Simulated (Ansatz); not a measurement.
## WS$_{2}$: generalised stacking fault

Method: DFT PBEsol, scalar-relativistic, plane waves, PAW in Ansatz 0.2.0. Cutoff 420 eV, Γ-centred 10×10×2 k-points, Gaussian smearing of 0.05 eV. Spin–orbit coupling is left out, which matters for the heavy elements here. No spin polarisation. Energies are free energies at this smearing, counted from the undisturbed cell; pressure is positive in compression.

Zero of the scan (as given, not relaxed at this level; it stands at -0.6 GPa; this form isn't the usual structure):

```yaml
crystal:
  lattice:
    - [-1.57900, -2.73491, 0.00000]
    - [1.57900, -2.73491, 0.00000]
    - [0.00000, 0.00000, 18.48999]
  atoms:
    - { symbol: W, position: [0.00000, 0.00000, 0.70950] }
    - { symbol: W, position: [0.33333, 0.33333, 0.04283] }
    - { symbol: W, position: [0.66667, 0.66667, 0.37617] }
    - { symbol: S, position: [0.00000, 0.00000, 0.45980] }
    - { symbol: S, position: [0.33333, 0.33333, 0.79313] }
    - { symbol: S, position: [0.66667, 0.66667, 0.12647] }
    - { symbol: S, position: [0.00000, 0.00000, 0.29050] }
    - { symbol: S, position: [0.33333, 0.33333, 0.62383] }
    - { symbol: S, position: [0.66667, 0.66667, 0.95717] }
```

The cell holds layers and no dispersion correction was added, so their binding is poorly described.

The cut lies on the cell's a–b face, a (0 0 -1) plane (indices in the standard cell, whose axes needn't be the Cartesian ones shown) of area 8.64 Å², between layers 1.58 Å apart. Vector c is tilted by f times 1·a + 0·b (length 3.158 Å) with the atoms' Cartesian places fixed: one unrelaxed fault a cell.

| f | γ (mJ/m²) |
| --- | --- |
| 0.0000 | 0 |
| 0.1000 | 914 |
| 0.2000 | 3428 |
| 0.3000 | 6249 |
| 0.4000 | 8434 |
| 0.5000 | 9353 |

(1) Predict the gap on the mesh (eV) at each point.

Results:

(1)
```
     f gap on the mesh (eV)
0.0000                  1.01
0.1000                  0.99
0.2000                  0.18
0.3000                  0.11
0.4000                  0.07
0.5000                  0.19
```

Cost: 6 runs of about 6.6 core-minutes in all, on Intel Xeon Processor @ 2.70GHz (shared hosts).